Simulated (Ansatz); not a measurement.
CsCl:
```yaml
crystal:
  lattice:
    - [4.14041, 0.00000, 0.00000]
    - [0.00000, 4.14041, 0.00000]
    - [0.00000, 0.00000, 4.14041]
  atoms:
    - { symbol: Cs, position: [0.00000, 0.00000, 0.00000] }
    - { symbol: Cl, position: [0.50000, 0.50000, 0.50000] }
```

Relaxed with r²SCAN. Independent-particle spectrum: no excitons, no local fields, no scissors shift; 0.1 eV broadening; ε₁ of the summed bands alone.

Question: Tabulate the dielectric function from r²SCAN in the plane-wave PAW code Ansatz.

Answer: 

| E (eV) | ε₁ xx | ε₂ xx |
|---|---|---|
| 0.0 | 2.83 | 0.00 |
| 0.5 | 2.83 | 0.00 |
| 1.0 | 2.85 | 0.00 |
| 1.5 | 2.87 | 0.00 |
| 2.0 | 2.90 | 0.00 |
| 2.5 | 2.95 | 0.00 |
| 3.0 | 3.01 | 0.00 |
| 3.5 | 3.09 | 0.00 |
| 4.0 | 3.20 | 0.00 |
| 4.5 | 3.34 | 0.00 |
| 5.0 | 3.53 | 0.00 |
| 5.5 | 3.83 | 0.00 |
| 6.0 | 4.47 | 0.16 |
| 6.5 | 4.85 | 0.63 |
| 7.0 | 5.74 | 1.75 |
| 7.5 | 4.83 | 3.27 |
| 8.0 | 2.82 | 4.76 |
| 8.5 | 2.05 | 2.33 |
| 9.0 | 4.02 | 2.44 |
| 9.5 | 1.99 | 5.01 |
| 10.0 | 0.27 | 2.31 |
| 10.5 | 0.86 | 1.64 |
| 11.0 | 1.50 | 1.08 |
| 11.5 | 2.14 | 0.86 |
| 12.0 | 3.31 | 1.21 |

Question: From ε at 6.2 eV (xx: 4.61 + 0.42i), find n, k, the normal reflectivity and the absorption coefficient.

Answer: n = 2.15, k = 0.098, R = 13 %, α = 2kE/ħc = 62000 cm⁻¹.

With all bands, ε∞ without local fields is 2.89.

Space group Pm-3m (CsCl type). The r²SCAN relaxation kept the symmetry of its start. Scalar-relativistic: spin–orbit coupling is off unless named, which matters more the heavier the elements.

Potentials: the later of the program's two PAW sets.
